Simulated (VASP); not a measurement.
# Ho (Im-3m) in VASP: settings compared

The runs below take Ho through single point, with LDA, PBE.

All numbers are computed with VASP 6.6.1; they aren't measurements. Logs are shortened: lines on timing, memory, paths and dates and some standing lists are left out, and cuts for length are marked.

## Step 1: Starting point

Symmetry: Im-3m, No. 229, cubic system. Conventional cell: a = 3.981 Å, b = 3.981 Å, c = 3.981 Å, α = 90.00°, β = 90.00°, γ = 90.00°. Around Ho (site symmetry m-3m) lie 8 Ho at 3.45 Å.

This isn't the form of Ho at room conditions, which is hcp.

## Step 2: Single point, LDA, collinear spin, ferromagnetic start

INCAR

```
PREC = Accurate
ENCUT = 460
EDIFF = 1E-6
ISMEAR = -1
SIGMA = 0.15
LREAL = F
LASPH = T
NELM = 100
ALGO = Normal
ISIF = 2
LWAVE = F
LCHARG = F
ISPIN = 2
MAGMOM = 4
LORBIT = 11
LMAXMIX = 6
GGA = CA
NBANDS = 20
ADDGRID = F
```

KPOINTS

```
Automatic mesh
0
Gamma
  10 10 10
```

POSCAR

```
Ho
1.0
   -1.9905175072      1.9905175072      1.9905175072
    1.9905175072     -1.9905175072      1.9905175072
    1.9905175072      1.9905175072     -1.9905175072
Ho
1
Direct
    0.0000000000      0.0000000000      0.0000000000
```

Potentials or basis: VASP PAW PBE potentials, release 64 (Ho).

Command:

```sh
cat potpaw_PBE.64/Ho/POTCAR > POTCAR
mpirun -np 1 vasp_std > vasp.out
```

OUTCAR:

```text
PREC = Accurate
   ENCUT = 460
   EDIFF = 1E-6
   ISMEAR = -1
   LREAL = F
   LASPH = T
   NELM = 100
   ISIF = 2
   ISPIN = 2
   LORBIT = 11
   GGA = CA

 Found     47 irreducible k-points:

 Following reciprocal coordinates:
            Coordinates               Weight
  0.000000  0.000000  0.000000      1.000000
  0.100000  0.000000  0.000000     12.000000
  0.200000  0.000000  0.000000     12.000000
  0.300000  0.000000  0.000000     12.000000
  0.400000  0.000000  0.000000     12.000000
  0.500000  0.000000  0.000000      6.000000
   k-points           NKPTS =     47   k-points in BZ     NKDIM =     47   number of bands    NBANDS=     20
   number of dos      NEDOS =    301   number of ions     NIONS =      1
   total plane-waves  NPLWV =  13824
   dimension x,y,z NGX =    24 NGY =   24 NGZ =   24
   dimension x,y,z NGXF=    48 NGYF=   48 NGZF=   48
   ions per type =               1
   NGX,Y,Z   is equivalent  to a cutoff of  11.57, 11.57, 11.57 a.u.
   NGXF,Y,Z  is equivalent  to a cutoff of  23.15, 23.15, 23.15 a.u.
 SYSTEM =  unknown system
   PREC   = accura    normal or accurate (medium, high low for compatibility)
   ISTART =      0    job   : 0-new  1-cont  2-samecut
   ICHARG =      2    charge: 1-file 2-atom 10-const
   ISPIN  =      2    spin polarized calculation?
   LNONCOLLINEAR =      F non collinear calculations
   LSORBIT =      F    spin-orbit coupling
   LASPH  =      T    aspherical Exc in radial PAW
   ENCUT  =  460.0 eV  33.81 Ry    5.81 a.u.   6.03  6.03  6.03*2*pi/ulx,y,z
   NELM   =    100;   NELMIN=  2; NELMDL= -5     # of ELM steps
   EDIFF  = 0.1E-05   stopping-criterion for ELM
   LREAL  =      F    real-space projection
   EDIFFG = 0.1E-04   stopping-criterion for IOM
   NSW    =      0    number of steps for IOM
   IBRION =     -1    ionic relax: 0-MD 1-quasi-New 2-CG
   NFREE  =      0    steps in history (QN), initial steepest desc. (CG)
   ISIF   =      2    stress and relaxation
   ISYM   =      2    0-nonsym 1-usesym 2-fastsym
   POTIM  = 0.5000    time-step for ionic-motion
   TEBEG  =    0.0;   TEEND  =   0.0 temperature during run
   PSTRESS=    0.0 pullay stress
   NELECT =      21.0000    total number of electrons
   NUPDOWN=      -1.0000    fix difference up-down
   EMIN   =  10.00;   EMAX   =-10.00  energy-range for DOS
   EFERMI =   0.00;   METHOD = LEGACY
   ISMEAR =    -1;   SIGMA  =   0.15  broadening in eV -4-tet -1-fermi 0-gaus
   EFERMI_NEDOS =   21; number of points for ismear=-14 and -15
   IALGO  =     38    algorithm
   IMIX   =      4    mixing-type and parameters
     AMIX     =   0.40;   BMIX     =  1.00
     AMIX_MAG =   1.60;   BMIX_MAG =  1.00
  volume/ion in A,a.u.               =      31.55       212.89
  Fermi-wavevector in a.u.,A,eV,Ry     =   1.429427  2.701225 27.800255  2.043261
  Thomas-Fermi vector in A             =   2.549382
   LORBIT       =     11    0 simple, 1 ext, 2 COOP (PROOUT), +10 PAW based schemes
   GGA     = CA    functional components
   LHFCALC =     F    Hartree Fock is set to
   AEXX    =    0.0000 exact exchange contribution
   IVDW    =     0    specifies the selected vdW correction
   LEPSILON=     F    determine dielectric tensor
   LRPA    =     F    only Hartree local field effects (RPA)
 spin polarized calculation
  energy-cutoff  :      460.00
  volume of cell :       31.55
 maximum number of plane-waves:       719
   NGX = 13   NGY = 13   NGZ = 13

 number of electron      21.0000020 magnetization       3.3881503

 Free energy of the ion-electron system (eV)
  ---------------------------------------------------
  ext. energy  EPLUGINS =         0.00000000
  ---------------------------------------------------
  free energy    TOTEN  =        -6.83621639 eV

  energy without entropy =       -6.11186083  energy(sigma->0) =       -6.47403861

 E-fermi :   2.2941     XC(G=0): -10.3916

 val. band max:        2.2934720723   @ k =   0.4000   0.0000   0.0000
 cond. band min:       2.2945800242   @ k =   0.3000   0.2000   0.1000
 fundamental gap:      0.0011079519
 Fermi energy:         2.2941444439

 spin component 1

 k-point     1 :       0.0000    0.0000    0.0000
  band No.  band energies     occupation
      1     -45.5106      1.00000
      2     -20.3692      1.00000
      3     -20.3692      1.00000
      4     -20.3692      1.00000
      5      -2.8377      1.00000
      6      -0.2335      1.00000
[... 12 lines left out ...]
     19      13.5779      0.00000
     20      13.5779      0.00000

 k-point     2 :       0.1000    0.0000    0.0000
  band No.  band energies     occupation
      1     -45.5054      1.00000
      2     -20.4379      1.00000
      3     -20.3904      1.00000
      4     -20.3695      1.00000
      5      -2.5462      1.00000
      6      -0.2297      1.00000
[... 12 lines left out ...]
     19      14.1127      0.00000
     20      14.4012      0.00000

 k-point     3 :       0.2000    0.0000    0.0000
  band No.  band energies     occupation
      1     -45.4916      1.00000
      2     -20.6126      1.00000
      3     -20.4454      1.00000
      4     -20.3705      1.00000
      5      -1.7499      1.00000
      6      -0.2233      1.00000
[... 12 lines left out ...]
     19      15.3138      0.00000
     20      15.5608      0.00000

 k-point     4 :       0.3000    0.0000    0.0000
  band No.  band energies     occupation
      1     -45.4746      1.00000
      2     -20.8195      1.00000
      3     -20.5122      1.00000
      4     -20.3717      1.00000
      5      -0.7168      1.00000
      6      -0.2242      1.00000
[... 12 lines left out ...]
     19      13.6256      0.00000
     20      17.6225      0.00000

 k-point     5 :       0.4000    0.0000    0.0000
  band No.  band energies     occupation
      1     -45.4607      1.00000
      2     -20.9807      1.00000
      3     -20.5657      1.00000
      4     -20.3728      1.00000
      5      -0.2316      1.00000
      6      -0.2090      1.00000
[... 12 lines left out ...]
     19      11.9628      0.00000
     20      15.4385      0.00000

 k-point     6 :       0.5000    0.0000    0.0000
  band No.  band energies     occupation
      1     -45.4554      1.00000
      2     -21.0407      1.00000
      3     -20.5858      1.00000
      4     -20.3730      1.00000
      5      -0.2354      1.00000
      6      -0.2150      1.00000
[... 12 lines left out ...]
     19      11.3619      0.00000
     20      14.1726      0.00000

 [... further k-points ...]

 spin component 2

 k-point     1 :       0.0000    0.0000    0.0000
  band No.  band energies     occupation
      1     -44.1566      1.00000
      2     -19.3757      1.00000
      3     -19.3757      1.00000
      4     -19.3757      1.00000
      5      -2.7491      1.00000
      6       2.1454      0.72940
[... 12 lines left out ...]
     19      13.7000      0.00000
     20      13.7000      0.00000

 k-point     2 :       0.1000    0.0000    0.0000
  band No.  band energies     occupation
      1     -44.1507      1.00000
      2     -19.4527      1.00000
      3     -19.3991      1.00000
      4     -19.3762      1.00000
      5      -2.4504      1.00000
      6       2.1391      0.73767
[... 12 lines left out ...]
     19      14.2385      0.00000
     20      14.5683      0.00000

 k-point     3 :       0.2000    0.0000    0.0000
  band No.  band energies     occupation
      1     -44.1353      1.00000
      2     -19.6478      1.00000
      3     -19.4596      1.00000
      4     -19.3776      1.00000
      5      -1.6379      1.00000
      6       2.1239      0.75676
[... 12 lines left out ...]
     19      15.6200      0.00000
     20      15.6965      0.00000

 k-point     4 :       0.3000    0.0000    0.0000
  band No.  band energies     occupation
      1     -44.1161      1.00000
      2     -19.8775      1.00000
      3     -19.5331      1.00000
      4     -19.3793      1.00000
      5      -0.5899      1.00000
      6       2.1260      0.75420
[... 12 lines left out ...]
     19      13.9846      0.00000
     20      17.7768      0.00000

 k-point     5 :       0.4000    0.0000    0.0000
  band No.  band energies     occupation
      1     -44.1006      1.00000
      2     -20.0555      1.00000
      3     -19.5917      1.00000
      4     -19.3807      1.00000
      5       0.1748      1.00000
      6       2.1561      0.71512
[... 12 lines left out ...]
     19      12.3810      0.00000
     20      15.7571      0.00000

 k-point     6 :       0.5000    0.0000    0.0000
  band No.  band energies     occupation
      1     -44.0946      1.00000
      2     -20.1216      1.00000
      3     -19.6137      1.00000
      4     -19.3811      1.00000
      5       0.3831      1.00000
      6       2.1533      0.71883
[... 12 lines left out ...]
     19      11.8209      0.00000
     20      14.4389      0.00000

 [... further k-points ...]

------------------------ aborting loop because EDIFF is reached ----------------------------------------

  FORCE on cell =-STRESS in cart. coord.  units (eV):
  Direction    XX          YY          ZZ          XY          YZ          ZX
  --------------------------------------------------------------------------------------
  -------------------------------------------------------------------------------------
  Total       -0.5159216     -0.5159216     -0.5159216      0.0000000      0.0000000      0.0000000
  in kB      -26.2021101    -26.2021101    -26.2021101      0.0000000      0.0000000      0.0000000
  external PRESSURE =     -26.2021101 kB  Pullay stress =       0.0000000 kB

 VOLUME and BASIS-vectors are now :
 -----------------------------------------------------------------------------
  energy-cutoff  :      460.00
  volume of cell :       31.55
      direct lattice vectors                 reciprocal lattice vectors
    -1.990517507  1.990517507  1.990517507     0.000000000  0.251190958  0.251190958
     1.990517507 -1.990517507  1.990517507     0.251190958  0.000000000  0.251190958
     1.990517507  1.990517507 -1.990517507     0.251190958  0.251190958  0.000000000

 POSITION                                       TOTAL-FORCE (eV/Angst)
 -----------------------------------------------------------------------------------
      0.00000      0.00000      0.00000         0.000000     -0.000000      0.000000
 -----------------------------------------------------------------------------------
    total drift:                                0.000000      0.000000      0.000000

  FREE ENERGIE OF THE ION-ELECTRON SYSTEM (eV)
  ---------------------------------------------------
  free  energy   TOTEN  =        -6.8362163920 eV

  energy  without entropy=       -6.1118608279  energy(sigma->0) =       -6.47403861

 total charge

# of ion       s       p       d       f       tot
--------------------------------------------------
    1        2.124   5.685   0.403  10.362  18.575

 magnetization (x)

# of ion       s       p       d       f       tot
--------------------------------------------------
    1        0.004  -0.027   0.000   3.411   3.389
```

Run time: 1.9 min. Hardware: 1 thread of Intel Xeon Platinum 8375C at 2.90GHz (Ice Lake), shared host; peak memory 0.16 GiB.

These settings aren't checked as converged: the numbers below hold their error.

Results:

| Quantity | Value |
| --- | --- |
| Free energy | -6.8362 eV |
| Pressure | -2.6 GPa |
| Band gap on the k mesh | none (metal or under the smearing width) |
| Net moment | 3.39 μB per cell |
| Site moments | Ho +3.39 μB |
| Valence electrons inside the program's atomic spheres | Ho 18.57 |

Caveat: the magnetic or orbital state may not be the lowest; the PAW data sets were made with another functional, which shifts forces and pressure a little; spin-orbit coupling is left out, which moves the levels of the heavy elements.

(Part 1 of 2 ends here.)
